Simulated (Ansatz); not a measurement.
# MoSe2: the cost of one run

Method: DFT PBEsol, scalar-relativistic, plane waves, PAW, in Ansatz 0.2.0.

The COD entry's cell or inner coordinates are ideal or old and differ from later refinements, so a difference from it is no clean test against experiment.

3 further runs of the same task are left out: 1 that didn't finish, 2 set aside as unsound or not needed.

## Step 1: The structure to begin with

Symmetry: P6_3/mmc, No. 194, hexagonal system. The conventional cell has a = 3.269 Å, b = 3.269 Å, c = 13.109 Å, α = 90.00°, β = 90.00°, γ = 120.00°. Around Mo (site symmetry -6m2) lie 6 Se at 2.52 Å. Se (site symmetry 3m) has 3 Mo at 2.52 Å as nearest neighbours.

As a file:

```cif
data_structure
_symmetry_space_group_name_H-M 'P6_3/mmc'
_symmetry_Int_Tables_number 194
_cell_length_a 3.2693
_cell_length_b 3.2693
_cell_length_c 13.1092
_cell_angle_alpha 90.000
_cell_angle_beta 90.000
_cell_angle_gamma 120.000
_cell_volume 121.35
loop_
_atom_site_label
_atom_site_type_symbol
_atom_site_symmetry_multiplicity
_atom_site_Wyckoff_symbol
_atom_site_fract_x
_atom_site_fract_y
_atom_site_fract_z
_atom_site_occupancy
Mo1 Mo 2 c 0.33333 0.66667 0.25000 1
Se1 Se 4 f 0.33333 0.66667 0.62304 1
```

This cell was relaxed beforehand with the same method: volume 20.22 Å³/atom, gap on the mesh 0.91 eV.

## Step 2: The bulk's band edges

input.yaml reads:

```yaml
crystal:
  lattice:
    - [3.2693322436, 0.0, 0.0]
    - [-1.6346661218, 2.8313247764, 0.0]
    - [0.0, 0.0, 13.1091991856]
  atoms:
    - { symbol: Mo, position: [0.3333333333, 0.6666666667, 0.25] }
    - { symbol: Mo, position: [0.6666666667, 0.3333333333, 0.75] }
    - { symbol: Se, position: [0.3333333333, 0.6666666667, 0.6230427511] }
    - { symbol: Se, position: [0.6666666667, 0.3333333333, 0.1230427511] }
    - { symbol: Se, position: [0.3333333333, 0.6666666667, 0.8769572489] }
    - { symbol: Se, position: [0.6666666667, 0.3333333333, 0.3769572489] }
basis:
  ecutwfc: 420
kpoints:
  mp_grid: { grid: [12, 12, 2] }
  band_path: { path: [VBM, CBM], npoints: 2 }
hamiltonian:
  xc: pbesol
scf:
  occupations: { method: gaussian, width: 0.02 }
output:
  forces: true
  stress: true
  eigenvalues: true
```

Command:

```
> ansatz run input.yaml --threads 2 --pin off --max-ram 5120MiB --backend cpu --events-out ev --progress --plain --runs-dir out
```

Q: Estimate wall time and peak memory on 2 threads of Intel Xeon 6975P-C (Granite Rapids), shared host.

About 9.3 s, with a peak of 0.56 GiB.
